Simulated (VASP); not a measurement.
# BaS (Fm-3m) in VASP: further runs, part 3 of 3

VASP 6.6.1. The steps go on from the part before.

**5. Band structure, PBE**

File INCAR:

```
PREC = Accurate
ENCUT = 520
EDIFF = 1E-7
ISMEAR = -1
SIGMA = 0.05
LREAL = F
LASPH = T
NELM = 80
ALGO = Fast
ISIF = 2
LWAVE = F
LCHARG = F
GGA = PE
```

File KPOINTS:

```
regular mesh
0
Gamma
  7 7 7
```

File POSCAR:

```
BaS
1.0
    0.0000000000      3.1937500000      3.1937500000
    3.1937500000      0.0000000000      3.1937500000
    3.1937500000      3.1937500000      0.0000000000
Ba S
1 1
Direct
    0.0000000000      0.0000000000      0.0000000000
    0.5000000000      0.5000000000      0.5000000000
```

File KPOINTS_OPT:

```
path GXWKGLUWLK,UX
15
line-mode
reciprocal
 0.0000000000  0.0000000000  0.0000000000  G
 0.5000000000  0.0000000000  0.5000000000  X

 0.5000000000  0.0000000000  0.5000000000  X
 0.5000000000  0.2500000000  0.7500000000  W

 0.5000000000  0.2500000000  0.7500000000  W
 0.3750000000  0.3750000000  0.7500000000  K

 0.3750000000  0.3750000000  0.7500000000  K
 0.0000000000  0.0000000000  0.0000000000  G

 0.0000000000  0.0000000000  0.0000000000  G
 0.5000000000  0.5000000000  0.5000000000  L

 0.5000000000  0.5000000000  0.5000000000  L
 0.6250000000  0.2500000000  0.6250000000  U

 0.6250000000  0.2500000000  0.6250000000  U
 0.5000000000  0.2500000000  0.7500000000  W

 0.5000000000  0.2500000000  0.7500000000  W
 0.5000000000  0.5000000000  0.5000000000  L

 0.5000000000  0.5000000000  0.5000000000  L
 0.3750000000  0.3750000000  0.7500000000  K

 0.6250000000  0.2500000000  0.6250000000  U
 0.5000000000  0.0000000000  0.5000000000  X
```

Potentials or basis: VASP PAW PBE potentials, release 64 (Ba_sv, S).

Run with:

```bash
cat potpaw_PBE.64/Ba_sv/POTCAR potpaw_PBE.64/S/POTCAR > POTCAR
mpirun -np 1 vasp_std > vasp.out
```

OUTCAR:

```text
PREC = Accurate
   ENCUT = 520
   EDIFF = 1E-7
   ISMEAR = -1
   LREAL = F
   LASPH = T
   NELM = 80
   ISIF = 2
   GGA = PE

 ion  position               nearest neighbor table
   1  0.000  0.000  0.000-   2 3.19   2 3.19   2 3.19   2 3.19   2 3.19   2 3.19
   2  0.500  0.500  0.500-   1 3.19   1 3.19   1 3.19   1 3.19   1 3.19   1 3.19

  LATTYP: Found a face centered cubic cell.
 ALAT       =     6.3875000000

  Lattice vectors:

 A1 = (   0.0000000000,   3.1937500000,   3.1937500000)
[... 480 lines left out ...]

------------------------ aborting loop because EDIFF is reached ----------------------------------------

  FORCE on cell =-STRESS in cart. coord.  units (eV):
  Direction    XX          YY          ZZ          XY          YZ          ZX
  --------------------------------------------------------------------------------------
  -------------------------------------------------------------------------------------
  Total        0.5802337      0.5802337      0.5802337      0.0000000      0.0000000     -0.0000000
  in kB       14.2685816     14.2685816     14.2685816      0.0000000      0.0000000     -0.0000000
  external PRESSURE =      14.2685816 kB  Pullay stress =       0.0000000 kB

 VOLUME and BASIS-vectors are now :
 -----------------------------------------------------------------------------
  energy-cutoff  :      520.00
  volume of cell :       65.15
      direct lattice vectors                 reciprocal lattice vectors
     0.000000000  3.193750000  3.193750000    -0.156555773  0.156555773  0.156555773
     3.193750000  0.000000000  3.193750000     0.156555773 -0.156555773  0.156555773
     3.193750000  3.193750000  0.000000000     0.156555773  0.156555773 -0.156555773

 POSITION                                       TOTAL-FORCE (eV/Angst)
 -----------------------------------------------------------------------------------
      0.00000      0.00000      0.00000         0.000000      0.000000      0.000000
      3.19375      3.19375      3.19375        -0.000000     -0.000000     -0.000000
 -----------------------------------------------------------------------------------
    total drift:                                0.000000      0.000000      0.000000

  FREE ENERGIE OF THE ION-ELECTRON SYSTEM (eV)
  ---------------------------------------------------
  free  energy   TOTEN  =       -10.1847207534 eV

  energy  without entropy=      -10.1847207533  energy(sigma->0) =      -10.18472075
```

OSZICAR:

```text
N       E                     dE             d eps       ncg     rms          rms(c)
DAV:   1     0.906686278166E+02    0.90669E+02   -0.67928E+03   480   0.115E+03
DAV:   2    -0.507064555552E+01   -0.95739E+02   -0.88408E+02   652   0.195E+02
DAV:   3    -0.105284239980E+02   -0.54578E+01   -0.54142E+01   584   0.511E+01
DAV:   4    -0.106637739017E+02   -0.13535E+00   -0.13515E+00   720   0.836E+00
DAV:   5    -0.106658682410E+02   -0.20943E-02   -0.20938E-02   612   0.886E-01    0.481E+00
RMM:   6    -0.101584562816E+02    0.50741E+00   -0.10352E+00   517   0.423E+00    0.346E+00
RMM:   7    -0.101720381805E+02   -0.13582E-01   -0.51946E-01   585   0.303E+00    0.216E+00
RMM:   8    -0.101954156976E+02   -0.23378E-01   -0.14419E-01   526   0.228E+00    0.836E-01
RMM:   9    -0.101826234614E+02    0.12792E-01   -0.43464E-02   615   0.102E+00    0.342E-01
RMM:  10    -0.101845544869E+02   -0.19310E-02   -0.16557E-02   655   0.542E-01    0.232E-01
[... 65 further cycles ...]
DAV:   7    -0.245493029379E+04   -0.47718E-05      628
DAV:   8    -0.245493029384E+04   -0.45835E-07      460
       N       E                     dE             ncg
DAV:   1     0.508801025955E+04   -0.54221E+04      240
DAV:   2     0.417898597868E+04   -0.90902E+03      320
DAV:   3     0.412914537270E+04   -0.49841E+02      300
DAV:   4     0.412769517917E+04   -0.14502E+01      376
DAV:   5     0.412767332915E+04   -0.21850E-01      300
DAV:   6     0.412767294837E+04   -0.38079E-03      384
DAV:   7     0.412767294611E+04   -0.22518E-05      304
DAV:   8     0.412767294609E+04   -0.22997E-07      240
```

stdout:

```text
POSCAR found type information on POSCAR BaS
 POSCAR found :  2 types and       2 ions
 scaLAPACK will be used
 LDA part: xc-table for (Slater+PW92), standard interpolation
 POSCAR, INCAR and KPOINTS ok, starting setup
 FFT: planning ... GRIDC
 FFT: planning ... GRID_SOFT
 FFT: planning ... GRID
 WAVECAR not read
 entering main loop
 Start KPOINTS_OPT (optional k-point list driver)
k-point batch [1-20\150]
k-point batch [21-40\150]
k-point batch [41-60\150]
k-point batch [61-80\150]
k-point batch [81-100\150]
k-point batch [101-120\150]
k-point batch [121-140\150]
k-point batch [141-150\150]
```

Run time: 40 s. Hardware: 1 thread of Intel Xeon 6975P-C (Granite Rapids), shared host; peak memory 0.22 GiB.

Results:

```
Free energy             : -10.1847 eV
Pressure                : 1.4 GPa
Band gap on the k mesh  : 2.17 eV, indirect (least direct gap 2.31 eV)
Band gap along the path : 2.11 eV, indirect (least direct gap 2.24 eV)
```

Levels at the corners of the path, in eV from the valence-band top:
| point | band 6 | band 7 | band 8 | band 9 | band 10 | band 11 |
| --- | --- | --- | --- | --- | --- | --- |
| Γ | 0.00 | 0.00 | 0.00 | 3.60 | 3.87 | 3.87 |
| X | -0.52 | -0.14 | -0.14 | 2.11 | 5.93 | 6.03 |
| X | -0.52 | -0.14 | -0.14 | 2.11 | 5.93 | 6.03 |
| W | -1.12 | -0.49 | -0.49 | 4.29 | 4.29 | 6.30 |
| W | -1.12 | -0.49 | -0.49 | 4.29 | 4.29 | 6.30 |
| K | -0.95 | -0.61 | -0.54 | 3.29 | 5.96 | 6.60 |
| K | -0.95 | -0.61 | -0.54 | 3.29 | 5.96 | 6.60 |
| Γ | 0.00 | 0.00 | 0.00 | 3.60 | 3.87 | 3.87 |
| Γ | 0.00 | 0.00 | 0.00 | 3.60 | 3.87 | 3.87 |
| L | -1.94 | -1.09 | -1.09 | 5.54 | 5.69 | 6.31 |
| L | -1.94 | -1.09 | -1.09 | 5.54 | 5.69 | 6.31 |
| U | -0.95 | -0.61 | -0.54 | 3.29 | 5.96 | 6.60 |
| U | -0.95 | -0.61 | -0.54 | 3.29 | 5.96 | 6.60 |
| W | -1.12 | -0.49 | -0.49 | 4.29 | 4.29 | 6.30 |
| W | -1.12 | -0.49 | -0.49 | 4.29 | 4.29 | 6.30 |
| L | -1.94 | -1.09 | -1.09 | 5.54 | 5.69 | 6.31 |
| L | -1.94 | -1.09 | -1.09 | 5.54 | 5.69 | 6.31 |
| K | -0.95 | -0.61 | -0.54 | 3.29 | 5.96 | 6.60 |
| U | -0.95 | -0.61 | -0.54 | 3.29 | 5.96 | 6.60 |
| X | -0.52 | -0.14 | -0.14 | 2.11 | 5.93 | 6.03 |

Caveat: spin-orbit coupling is left out, which moves the levels of the heavy elements.

**6. Summary**

```tsv
level	spin	k mesh	cutoff (eV)	gap on the mesh (eV)	pressure (GPa)
SCAN	SOC, no magnetisation	5 × 5 × 5	520	-	1.2
rSCAN	off	7 × 7 × 7	520	2.50	1.2
PBE	off	7 × 7 × 7	500	2.17	-
PBE	off	7 × 7 × 7	520	2.17	1.4
```

Alike in all rows: task band structure; potentials or basis VASP PAW PBE potentials, release 64 (Ba_sv, S); cell as given; smearing fermi-dirac 0.05 eV.

On the cell as given the gap runs from 2.11 eV (PBE) to 2.44 eV (rSCAN).

Caveats: spin-orbit coupling is left out, which moves the levels of the heavy elements (some runs); the PAW data sets were made with another functional, which shifts forces and pressure a little (some runs).

Absolute energies hang on the potentials; compare differences alone.

**7. Comparison with measurements**

Step 3. A measured gap of BaS is 3.806 eV (indirect; 2 K; a printed reference work, monograph, original work of 1988); the calculated 2.44 eV misses it by -1.36 eV. Spin-orbit coupling on Ba is left out. The value is that of rSCAN, without temperature or zero-point motion.

Step 4. Measured gap of BaS: 3.806 eV (indirect; 2 K; a printed reference work, monograph, original work of 1988). This calculation gives 2.11 eV (-1.70 eV). Spin-orbit coupling on Ba is left out. The value is that of PBE, without temperature or zero-point motion. Semilocal functionals fall short of measured gaps as a rule.

Step 5. Against the measured gap of BaS, 3.806 eV (indirect; 2 K; a printed reference work, monograph, original work of 1988), the calculated 2.11 eV is off by -1.70 eV. Spin-orbit coupling on Ba is left out. The value is that of PBE, without temperature or zero-point motion. Semilocal functionals fall short of measured gaps as a rule.
